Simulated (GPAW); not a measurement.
Runs of GPAW 26.7.0 on KI. The structure is cubic, space group Fm-3m (No. 225). The conventional cell has a = 7.066 Å, b = 7.066 Å, c = 7.066 Å, α = 90.00°, β = 90.00°, γ = 90.00°. I (site symmetry m-3m) has 6 K at 3.53 Å as nearest neighbours. Around K (site symmetry m-3m) lie 6 I at 3.53 Å. 

| level | potentials or basis | gap on the mesh (eV) | pressure (GPa) | relaxed volume (Å³/atom) |
| --- | --- | --- | --- | --- |
| RPBE | the program's PAW data sets (release 1.2.1) made for this functional, pw | (c) | 0.0 | 50.96 |
| RPBE+D3(BJ) | the program's PAW data sets (release 1.2.1) made for this functional, pw | 4.35 | 0.0 | (b) |
| RPBE+D4 | the program's PAW data sets (release 1.2.1) made for this functional, pw | (a) | 0.0 | 46.18 |
| r2SCAN | GPAW PAW data sets (gpaw-data 1.2.1), pw | 4.59 | 0.0 | 44.53 |

Alike in all rows: task relaxation of cell and atoms; no spin polarisation; cell relaxed; k mesh 7 × 7 × 7; cutoff (eV) 600; smearing fermi-dirac 0.05 eV.

Problem. Estimate the missing entries.

Solution. (a) 4.18; (b) 31.54; (c) 3.96.

Caveats: later steps reuse the first step's grids; spin-orbit coupling is left out, which moves the levels of the heavy elements; an odd mesh through Γ misses points on the zone boundary, where band edges often lie; the volume moved by over 15 % at a fixed basis, so the end points are rough (some runs); the PAW data sets were made with another functional, which shifts forces and pressure a little (some runs).

A k mesh can miss the band edges, and the runs leave out spin-orbit coupling on I.
